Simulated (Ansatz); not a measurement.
ZnSe (Stilleite):

```
CELL_PARAMETERS angstrom
0.00000 2.83380 2.83380
2.83380 0.00000 2.83380
2.83380 2.83380 0.00000
ATOMIC_POSITIONS crystal
Se 0.75000 0.75000 0.75000
Zn 0.00000 0.00000 0.00000
```

* Program: Ansatz 0.2.0
* Task: relaxation of cell and atoms
* Functional: PBEsol
* Dispersion: D3(BJ)
* Potentials or basis: Ansatz PAW
* Cutoff: 420 eV (not typed: the program's choice for these potentials)
* k mesh: 8 × 8 × 8
* Occupations: fermi-dirac, width 0.05 eV
* Spin: no spin polarisation

At the start: volume 22.76 Å³/atom.

Problem. Where does the relaxation end?

Solution. It ends after 5 steps and the volume is 21.67 Å³/atom (-4.8 %); space group F-43m (No. 216, to 0.05 Å).

Step by step:
| step | energy change (eV) | largest force (eV/Å) | volume (Å³) |
| --- | --- | --- | --- |
| 1 | 0.0000 | 0.0000 | 45.51 |
| 2 | -0.0214 | 0.0000 | 43.84 |
| 3 | -0.0228 | 0.0000 | 43.29 |
| 4 | -0.0228 | 0.0000 | 43.33 |
| 5 | -0.0221 | 0.0000 | 43.33 |

Final structure:
```xyz
2
Lattice="0.0000 2.7878 2.7878 2.7878 0.0000 2.7878 2.7878 2.7878 0.0000" Properties=species:S:1:pos:R:3 pbc="T T T"
Se    4.1816    4.1816    4.1816
Zn    0.0000    0.0000    0.0000
```

Caveat: the plane-wave basis is chosen anew once the cell has moved, so the energies of steps on either side of that aren't comparable; the PAW data sets come from PBE, with cores solved anew for the run's functional, which leaves a small shift of forces and pressure.
